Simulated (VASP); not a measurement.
A run of VASP 6.6.1 is set up as follows.

INCAR

```
PREC = Accurate
ENCUT = 520
EDIFF = 1E-7
ISMEAR = -1
SIGMA = 0.05
LREAL = F
LASPH = T
NELM = 100
ALGO = Normal
ISIF = 2
LWAVE = F
LCHARG = F
GGA = PE
NBANDS = 16
```

Contents of KPOINTS:

```
Automatic mesh
0
Gamma
  8 8 4
```

POSCAR

```
Si
1.0
    3.8313174605      0.0000000000      0.0000000000
   -1.9156587303      3.3180182508      0.0000000000
    0.0000000000      0.0000000000      6.3326220002
Si
4
Direct
    0.6624090000      0.3337130000      0.9403250000
    0.3346860000      0.6586850000      0.4343140000
    0.6743670000      0.3454220000      0.5621860000
    0.3142490000      0.6473930000      0.0588250000
```

Potentials or basis: VASP PAW PBE potentials, release 64 (Si).

The run is started by

```bash
$ cat potpaw_PBE.64/Si/POTCAR > POTCAR
$ mpirun -np 1 vasp_std > vasp.out
```

Predict the largest force.

0.986 eV/Å.

Estimate the band gap on the k mesh.

0.06 eV, indirect (least direct gap 0.78 eV).

What does it give for the pressure?

1.6 GPa.

Stress tensor (GPa, compression positive):
```
 4.21  0.12  0.52
 0.12 -0.14  0.02
 0.52  0.02  0.63
```

A k mesh can miss the band edges.
